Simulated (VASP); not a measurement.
# PtSe2 (P-3m1) in VASP: notebook, part 2 of 2

VASP 6.6.1.

## Step 3: Relaxation of cell and atoms, PBE+D3(BJ)

This run uses another cell than the first one, of 19.79 Å³/atom, 0.977 times its volume.

Input file INCAR:

```
ALGO = Normal
EDIFF = 1E-7
EDIFFG = -0.002
ENCUT = 700
GGA = PE
IBRION = 2
ISIF = 3
ISMEAR = 0
IVDW = 12
KPAR = 4
LASPH = T
LCHARG = F
LREAL = F
LWAVE = F
NELM = 80
NSW = 80
PREC = Accurate
SIGMA = 0.02
```

Input file KPOINTS:

```
k-points
0
Gamma
  9 9 6
```

Input file POSCAR:

```
PtSe2                                   
1.0
    3.7695349966     -0.0000000000      0.0000000000
   -1.8847674983      3.2645130637     -0.0000000000
   -0.0000000000      0.0000000000      4.8257692724
  Pt              Se            
     1     2
Direct
     0.0000000000000000    0.0000000000000000    0.0000000000000000
     0.3333333300000021    0.6666666699999979    0.2657285218563936
     0.6666666699999979    0.3333333300000021    0.7342714781436066
```

Potentials or basis: VASP PAW PBE potentials, release 64 (Pt, Se).

Launch:

```console
cat potpaw_PBE.64/Pt/POTCAR potpaw_PBE.64/Se/POTCAR > POTCAR
mpirun -np 4 vasp_std > vasp.out
```

OUTCAR:

```text
EDIFF = 1E-7
   EDIFFG = -0.002
   ENCUT = 700
   GGA = PE
   IBRION = 2
   ISIF = 3
   ISMEAR = 0
   IVDW = 12
   LASPH = T
   LREAL = F
   NELM = 80
   NSW = 80
   PREC = Accurate
 IVDW          = 12

 ion  position               nearest neighbor table
   1  0.000  0.000  0.000-   2 2.53   3 2.53   2 2.53   3 2.53   3 2.53   2 2.53
   2  0.333  0.667  0.266-   1 2.53   1 2.53   1 2.53
   3  0.667  0.333  0.734-   1 2.53   1 2.53   1 2.53

  LATTYP: Found a hexagonal cell.
 ALAT       =     3.7695349966
 C/A-ratio  =     1.2802028040

  Lattice vectors:

 A1 = (   3.7695349966,   0.0000000000,   0.0000000000)
 A2 = (  -1.8847674983,   3.2645130637,   0.0000000000)
 A3 = (   0.0000000000,   0.0000000000,   4.8257692724)

Analysis of symmetry for initial positions (statically):
=====================================================================
 Subroutine PRICEL returns:
 Original cell was already a primitive cell.

 Routine SETGRP: Setting up the symmetry group for a
 hexagonal supercell.

 Subroutine GETGRP returns: Found 12 space group operations
[... 188 lines left out ...]
     10       5.7151      2.00000
     11       7.5007      0.00000
     12       7.7843      0.00000
     13       7.7843      0.00000
     14      10.0822      0.00000
[... 401 lines left out ...]
      2      -6.4003      2.00000
      3       0.1314      2.00000
      4       0.7967      2.00000
      5       1.1097      2.00000
      6       1.7877      2.00000
      7       2.5249      2.00000
      8       3.3704      2.00000
      9       4.3798      2.00000
     10       4.7873      2.00000
     11       6.2565      2.00000
     12       7.0607      0.00000
     13       8.1069      0.00000
     14      11.3587      0.00000
     15      12.9314      0.00000

 [... further k-points ...]

------------------------ aborting loop because EDIFF is reached ----------------------------------------

 Edisp (eV)   -1.47068

 E8    (eV) :    -0.6319

  FORCE on cell =-STRESS in cart. coord.  units (eV):
  Direction    XX          YY          ZZ          XY          YZ          ZX
  --------------------------------------------------------------------------------------
  -------------------------------------------------------------------------------------
  Total       0.00184     0.00184    -0.00407     0.00000     0.00000     0.00000
  in kB       0.04976     0.04976    -0.10976     0.00000     0.00000     0.00000
  external pressure =       -0.00 kB  Pullay stress =        0.00 kB

 VOLUME and BASIS-vectors are now :
 -----------------------------------------------------------------------------
  energy-cutoff  :      700.00
  volume of cell :       59.38
      direct lattice vectors                 reciprocal lattice vectors
     3.769534997  0.000000000  0.000000000     0.265284710  0.153162199  0.000000000
    -1.884767498  3.264513064  0.000000000     0.000000000  0.306324398  0.000000000
     0.000000000  0.000000000  4.825769272     0.000000000  0.000000000  0.207220848

 POSITION                                       TOTAL-FORCE (eV/Angst)
 -----------------------------------------------------------------------------------
      0.00000      0.00000      0.00000        -0.000000      0.000000      0.000000
     -0.00000      2.17634      1.28234         0.000000     -0.000000     -0.000416
      1.88477      1.08817      3.54342        -0.000000      0.000000      0.000416
 -----------------------------------------------------------------------------------
    total drift:                               -0.000000     -0.000000      0.000000

  FREE ENERGIE OF THE ION-ELECTRON SYSTEM (eV)
  ---------------------------------------------------
  free  energy   TOTEN  =       -15.6659844510 eV

  energy  without entropy=      -15.6656748447  energy(sigma->0) =      -15.66582965

 reached required accuracy - stopping structural energy minimisation
```

OSZICAR:

```text
N       E                     dE             d eps       ncg     rms          rms(c)
DAV:   1     0.138113251528E+03    0.13811E+03   -0.12187E+04  1868   0.165E+03
DAV:   2    -0.860689474204E+01   -0.14672E+03   -0.14343E+03  2357   0.270E+02
DAV:   3    -0.148735091031E+02   -0.62666E+01   -0.61958E+01  2329   0.572E+01
DAV:   4    -0.149260809178E+02   -0.52572E-01   -0.52556E-01  2189   0.577E+00
DAV:   5    -0.149266306189E+02   -0.54970E-03   -0.54969E-03  2364   0.555E-01    0.121E+01
DAV:   6    -0.144207107084E+02    0.50592E+00   -0.50120E+00  1881   0.218E+01    0.773E+00
DAV:   7    -0.142109490625E+02    0.20976E+00   -0.94729E-01  1895   0.105E+01    0.377E+00
DAV:   8    -0.141982395355E+02    0.12710E-01   -0.67644E-02  1951   0.195E+00    0.866E-01
DAV:   9    -0.141951561237E+02    0.30834E-02   -0.98881E-03  2133   0.106E+00    0.209E-01
DAV:  10    -0.141952944268E+02   -0.13830E-03   -0.14178E-03  2133   0.273E-01    0.435E-02
DAV:  11    -0.141953016376E+02   -0.72108E-05   -0.72442E-05  2315   0.824E-02    0.262E-02
DAV:  12    -0.141953029970E+02   -0.13594E-05   -0.10904E-05  2014   0.282E-02    0.462E-03
DAV:  13    -0.141953034612E+02   -0.46422E-06   -0.11083E-06  2427   0.757E-03    0.196E-03
DAV:  14    -0.141953034823E+02   -0.21009E-07   -0.15745E-07  1539   0.354E-03
   1 F= -.15665984E+02 E0= -.15665830E+02  d E =-.156660E+02
```

CONTCAR:

```text
PtSe2
   1.00000000000000
     3.7695349966000000    0.0000000000000000    0.0000000000000000
    -1.8847674983000000    3.2645130636999999    0.0000000000000000
     0.0000000000000000    0.0000000000000000    4.8257692723999996
  Pt              Se
     1     2
Direct
     0.0000000000000000    0.0000000000000000    0.0000000000000000
     0.3333333300000021    0.6666666699999979    0.2657285218563956
     0.6666666699999979    0.3333333300000021    0.7342714781436044

  0.00000000E+00  0.00000000E+00  0.00000000E+00
  0.00000000E+00  0.00000000E+00  0.00000000E+00
  0.00000000E+00  0.00000000E+00  0.00000000E+00
```

Run time: 11 s. Hardware: 4 MPI ranks of Intel Xeon 6975P-C (Granite Rapids), shared host; peak memory 0.28 GiB.

What came out:

| Item | Value |
| --- | --- |
| Free energy | -15.6660 eV |
| Pressure after relaxing | 0.0 GPa |
| Band gap on the k mesh | none (metal or under the smearing width) |
| Dispersion energy per atom | -0.490 eV |

Final structure:
```
Pt Se
1.0
     3.76953    0.00000    0.00000
    -1.88477    3.26451    0.00000
     0.00000    0.00000    4.82577
Pt Se
1 2
Direct
  0.00000 0.00000 0.00000
  0.33333 0.66667 0.26573
  0.66667 0.33333 0.73427
```

Caveat: the relaxation stopped at its first step, so nothing moved; pairwise dispersion overbinds metals, which lowers pressure and volume. The run has no spin-orbit coupling, so splittings on Pt are missing.

## Step 4: Vibrations by finite differences, PBE+D3(BJ)

This run uses another cell than the first one, of 19.79 Å³/atom, 0.977 times its volume.

Input file INCAR:

```
ALGO = Normal
EDIFF = 1E-8
ENCUT = 700
GGA = PE
IBRION = 6
ISIF = 2
ISMEAR = 0
IVDW = 12
KPAR = 4
LASPH = T
LCHARG = F
LREAL = F
LWAVE = F
NELM = 80
NFREE = 2
NSW = 1
POTIM = 0.015
PREC = Accurate
SIGMA = 0.02
```

KPOINTS is that of step 3.

Input file POSCAR:

```
PtSe2                                   
1.0
    3.7695349966      0.0000000000      0.0000000000
   -1.8847674983      3.2645130637      0.0000000000
    0.0000000000      0.0000000000      4.8257692724
  Pt              Se            
     1     2
Direct
     0.0000000000000000    0.0000000000000000    0.0000000000000000
     0.3333333300000021    0.6666666699999979    0.2657285218563956
     0.6666666699999979    0.3333333300000021    0.7342714781436044
```

Potentials or basis: VASP PAW PBE potentials, release 64 (Pt, Se).

Launch:

```console
cat potpaw_PBE.64/Pt/POTCAR potpaw_PBE.64/Se/POTCAR > POTCAR
mpirun -np 4 vasp_std > vasp.out
```

OUTCAR:

```text
EDIFF = 1E-8
   ENCUT = 700
   GGA = PE
   IBRION = 6
   ISIF = 2
   ISMEAR = 0
   IVDW = 12
   LASPH = T
   LREAL = F
   NELM = 80
   NFREE = 2
   NSW = 1
   POTIM = 0.015
   PREC = Accurate
 IVDW          = 12

 ion  position               nearest neighbor table
   1  0.000  0.000  0.000-   2 2.53   3 2.53   2 2.53   3 2.53   3 2.53   2 2.53
   2  0.333  0.667  0.266-   1 2.53   1 2.53   1 2.53
   3  0.667  0.333  0.734-   1 2.53   1 2.53   1 2.53

  LATTYP: Found a hexagonal cell.
 ALAT       =     3.7695349966
 C/A-ratio  =     1.2802028040

  Lattice vectors:

 A1 = (   3.7695349966,   0.0000000000,   0.0000000000)
 A2 = (  -1.8847674983,   3.2645130637,   0.0000000000)
 A3 = (   0.0000000000,   0.0000000000,   4.8257692724)

Analysis of symmetry for initial positions (statically):
[... 957 lines left out ...]

------------------------ aborting loop because EDIFF is reached ----------------------------------------

 Edisp (eV)   -1.47036

 E8    (eV) :    -0.6317
[... 26 lines left out ...]
  FREE ENERGIE OF THE ION-ELECTRON SYSTEM (eV)
  ---------------------------------------------------
  free  energy   TOTEN  =       -15.6648790611 eV

  energy  without entropy=      -15.6645530730  energy(sigma->0) =      -15.66471607

 INTERNAL STRAIN TENSORS FROM DISPLACED ATOMS
 ============================================

 INTERNAL STRAIN TENSOR FOR ION    1 for displacements in x,y,z  (eV/Angst):
          X           Y           Z          XY          YZ          ZX
  --------------------------------------------------------------------------------
  x     0.00000     0.00000     0.00000     0.00000     0.00000     0.00000
  y     0.00000     0.00000     0.00000     0.00000     0.00000     0.00000
  z     0.00000     0.00000     0.00000     0.00000     0.00000     0.00000

 INTERNAL STRAIN TENSOR FOR ION    3 for displacements in x,y,z  (eV/Angst):
          X           Y           Z          XY          YZ          ZX
  --------------------------------------------------------------------------------
  x     0.00000     0.00000     0.00000    -3.43819     0.00000     7.24997
  y    -3.43819     3.43819     0.00000     0.00000     7.24996     0.00000
  z     9.53214     9.53214    11.69450     0.00000     0.00000    -0.00000

 Eigenvectors and eigenvalues of the dynamical matrix
 ----------------------------------------------------

   1 f  =    6.515279 THz    40.936704 2PiTHz  217.326305 cm-1    26.945016 meV
             X         Y         Z           dx          dy          dz
      0.000000  0.000000  0.000000    -0.000000    0.000000   -0.668729
     -0.000000  2.176342  1.282345     0.000000   -0.000000    0.525738
      1.884768  1.088171  3.543425     0.000000   -0.000000    0.525738
[... 43 lines left out ...]
   9 f/i=    0.001095 THz     0.006877 2PiTHz    0.036509 cm-1     0.004527 meV
             X         Y         Z           dx          dy          dz
      0.000000  0.000000  0.000000     0.000000    0.000000   -0.743506
     -0.000000  2.176342  1.282345     0.000000    0.000000   -0.472863
      1.884768  1.088171  3.543425     0.000000    0.000000   -0.472863

 ELASTIC MODULI CONTR FROM IONIC RELAXATION (kBar)
 Direction    XX          YY          ZZ          XY          YZ          ZX
 --------------------------------------------------------------------------------
 XX        -486.2415   -308.5419   -487.5396      0.0000    187.3536     -0.0000
 YY        -308.5419   -486.2415   -487.5396      0.0000   -187.3536     -0.0000
 ZZ        -487.5396   -487.5396   -598.1374      0.0000      0.0000     -0.0000
 XY           0.0000      0.0000      0.0000    -88.8498     -0.0000    187.3540
 YZ         187.3536   -187.3536      0.0000     -0.0000   -395.0643      0.0000
 ZX          -0.0000     -0.0000     -0.0000    187.3540      0.0000   -395.0657
 --------------------------------------------------------------------------------
```

OSZICAR:

```text
N       E                     dE             d eps       ncg     rms          rms(c)
DAV:   1     0.138113251528E+03    0.13811E+03   -0.12187E+04  1868   0.165E+03
DAV:   2    -0.860689474204E+01   -0.14672E+03   -0.14343E+03  2357   0.270E+02
DAV:   3    -0.148735091031E+02   -0.62666E+01   -0.61958E+01  2329   0.572E+01
DAV:   4    -0.149260809178E+02   -0.52572E-01   -0.52556E-01  2189   0.577E+00
[... 14 lines left out ...]
DAV:   4    -0.141945105424E+02    0.62236E-05   -0.47170E-05  2371   0.727E-02    0.504E-02
DAV:   5    -0.141945155140E+02   -0.49716E-05   -0.15251E-05  2126   0.308E-02    0.584E-03
DAV:   6    -0.141945154799E+02    0.34065E-07   -0.10078E-06  2196   0.836E-03    0.298E-03
DAV:   7    -0.141945155203E+02   -0.40353E-07   -0.24763E-07  2126   0.459E-03    0.939E-04
DAV:   8    -0.141945155269E+02   -0.66468E-08   -0.30290E-08  2049   0.153E-03
   9 F= -.15664879E+02 E0= -.15664716E+02  d E =-.325988E-03
```

stdout:

```text
POSCAR found type information on POSCAR PtSe
 POSCAR found :  2 types and       3 ions
 scaLAPACK will be used
 LDA part: xc-table for (Slater+PW92), standard interpolation
 POSCAR, INCAR and KPOINTS ok, starting setup
 FFT: planning ... GRIDC
 FFT: planning ... GRID_SOFT
 FFT: planning ... GRID
 WAVECAR not read
 entering main loop
 Found     4 degrees of freedom:
 Finite differences POTIM= 0.01500 DOF=   4
 bond charge predicted
 Finite differences progress:
 bond charge predicted
 Finite differences progress:
 bond charge predicted
 Finite differences progress:
 bond charge predicted
 Finite differences progress:
 bond charge predicted
 Finite differences progress:
 bond charge predicted
 Finite differences progress:
 bond charge predicted
 Finite differences progress:
 bond charge predicted
 Finite differences progress:
```

Run time: 1.8 min. Hardware: 4 MPI ranks of Intel Xeon 6975P-C (Granite Rapids), shared host; peak memory 0.69 GiB.

Results:

```yaml
Highest_phonon_frequency_at_Γ: 217 cm⁻¹
Dispersion_energy_per_atom: -0.490 eV
```

Phonon frequencies in cm⁻¹ (negative: imaginary):
```
              q point                    frequencies
(0.000, 0.000, 0.000)  0 0 0 157 157 206 212 212 217
```

Caveat: pairwise dispersion overbinds metals, which lowers pressure and volume.
